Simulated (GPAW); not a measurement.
The system is PbS (Galena).

```xyz
2
Lattice="0.0000 2.9657 2.9657 2.9657 0.0000 2.9657 2.9657 2.9657 0.0000" Properties=species:S:1:pos:R:3 pbc="T T T"
Pb    0.0000    0.0000    0.0000
S     2.9657    2.9657    2.9657
```

Program: GPAW 26.7.0. Alike in all runs: cell as given; k mesh 6 × 6 × 6; smearing fermi-dirac 0.05 eV.

Task: Order these runs on this cell by their band gap on the k mesh, lowest first.
A. level TB-mBJ; potentials or basis GPAW PAW data sets for LDA (gpaw-data 1.2.1), pw; spin off; cutoff (eV) 600; maxiter 150
B. level WC; potentials or basis PAW data sets generated in the run's folder for this functional, pw; spin SOC, no magnetisation; cutoff (eV) 600; maxiter 150; band path GXWKGLUWLK,UX; band points 100; spin axis theta (degrees) 54.7; spin axis phi (degrees) 45
C. level LDA; potentials or basis the program's PAW data sets (release 1.2.1) made for this functional, pw; spin off; cutoff (eV) 500; maxiter 120

Result: C (0.19 eV), B (0.37 eV), A (0.97 eV).

Caveats: spin-orbit coupling is left out, which as a rule narrows the gap of such compounds by several tenths of an eV (some runs); a model potential gives levels but no total energy (some runs); spin-orbit coupling was added after a scalar SCF, so levels and gaps hold it while energy, forces, pressure and moments don't (some runs); this program's spin-orbit splittings come out too wide for heavy elements (some runs).

A k mesh can miss the band edges.
